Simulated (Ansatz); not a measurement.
# SrTiO$_{3}$: computed properties

Method: Ansatz, DFT PBE, scalar-relativistic, plane waves, PAW.

Plane waves to 420 eV, a k mesh through Γ of 8×8×8 on the computed 5-atom cell and Gaussian smearing (0.02 eV); no spin polarisation.

The structure is relaxed at this level of theory with its symmetry kept, and needn't be the ground state of this composition.

```cif
data_structure
_symmetry_space_group_name_H-M 'Pm-3m'
_symmetry_Int_Tables_number 221
_cell_length_a 3.9365
_cell_length_b 3.9365
_cell_length_c 3.9365
_cell_angle_alpha 90.000
_cell_angle_beta 90.000
_cell_angle_gamma 90.000
_cell_volume 61.00
loop_
_atom_site_label
_atom_site_type_symbol
_atom_site_symmetry_multiplicity
_atom_site_Wyckoff_symbol
_atom_site_fract_x
_atom_site_fract_y
_atom_site_fract_z
_atom_site_occupancy
Sr1 Sr 1 a 0.00000 0.00000 0.00000 1
Ti1 Ti 1 b 0.50000 0.50000 0.50000 1
O1 O 3 c 0.00000 0.50000 0.50000 1
```

Question: Formation energy from the elements' standard states (uncorrected)?

Answer: -3.139 eV/atom.

Question: Kohn–Sham band gap?

Answer: 1.84 eV.

Question: Orbital (Löwdin) character of the top 1 eV of the valence band?

Answer: O 2p 95 %.

Question: Orbital (Löwdin) character of the lowest 1 eV of the conduction band?

Answer: Ti 3d 88 %, O 2p 10 %.

Question: Bulk modulus?

Answer: 170 GPa.

Question: Its pressure derivative?

Answer: 4.4.

Question: Bader charge by site (e)?

Answer: Sr (1 in the cell) 1.60, Ti (1 in the cell) 2.24, O (3 in the cell) -1.28.

A magnetic start lost its moments in a first run, so spin was left out; other magnetic orders weren't tried.

It was relaxed from a cell as deposited in COD. Kohn–Sham gaps at this level usually fall short of measured ones. Löwdin shares on free-atom orbitals overweight diffuse shells in the empty bands.
